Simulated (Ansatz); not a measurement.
Wanted: the native input for an Ansatz 0.2.0 run.

- Task: phonons
- Functional: PBEsol
- Potentials or basis: Ansatz PAW
- Cutoff: 420 eV (not typed: the program's choice for these potentials)
- k mesh: 8 × 6 × 6
- Occupations: fermi-dirac, width 0.05 eV
- Spin: no spin polarisation
- q mesh: 2 × 2 × 2
- Path: [["G", "Y", "H", "C", "E", "M1", "A", "X", "H1"], ["M", "D", "Z"], ["Y", "D"]]
- Points for each segment of the path: 8

The system is Sb.

```xyz
2
Lattice="3.1224 0.0000 0.0000 0.0000 4.3475 0.0000 -0.0389 0.0000 4.4059" Properties=species:S:1:pos:R:3 pbc="T T T"
Sb    0.0262    1.0869    1.0625
Sb    3.0573    3.2606    3.3433
```

This isn't the form of Sb at room conditions, which is rhombohedral.

These files were run (other wordings do the same):

input.yaml

```yaml
crystal:
  lattice:
    - [3.122402, 0.0, 0.0]
    - [0.0, 4.347518, 0.0]
    - [-0.038915, 0.0, 4.405852]
  atoms:
    - { symbol: Sb, position: [0.011389, 0.25, 0.241166] }
    - { symbol: Sb, position: [0.988611, 0.75, 0.758834] }
hamiltonian:
  xc: pbesol
  pseudopotentials: { kind: paw }
kpoints:
  mp_grid: { grid: [8, 6, 6] }
scf:
  occupations: { method: fermi_dirac, width: 0.05 }
phonons:
  method: dfpt
  qmesh: [2, 2, 2]
  temperatures: { t_max: 1000, t_step: 100 }
  qpath:
    path:
      - [[0.0, 0.0, 0.0], [0.0, 0.0, 0.5], [-0.496909211, 0.0, 0.5061930597], [-0.5, 0.0, 0.5], [-0.5, 0.5, 0.5], [-0.503090789, 0.5, 0.4938069403], [-0.5, 0.5, 0.0], [-0.5, 0.0, 0.0], [-0.503090789, 0.0, 0.4938069403]]
      - [[-0.496909211, 0.5, 0.5061930597], [0.0, 0.5, 0.5], [0.0, 0.5, 0.0]]
      - [[0.0, 0.0, 0.5], [0.0, 0.5, 0.5]]
    npoints: 8
```

Potentials or basis: Ansatz PAW.

The run is started by

```bash
$ ansatz run input.yaml --threads 2 --pin off --max-ram 5632MiB --backend cpu --events-out ev --progress --plain --runs-dir out
```

Results of the run:

| Item | Value |
| --- | --- |
| Band gap on the k mesh | none (metal or under the smearing width) |
| Highest phonon frequency | 123 cm⁻¹ |
| Most unstable mode | 134i cm⁻¹ |

Caveat: some modes are imaginary; the q mesh is small, so phonon branches between its points and thermal values are rough; some levels weren't fully converged.

It took 2.3 min on 2 threads of Arm Neoverse V1 (shared host), peak memory 0.65 GiB.
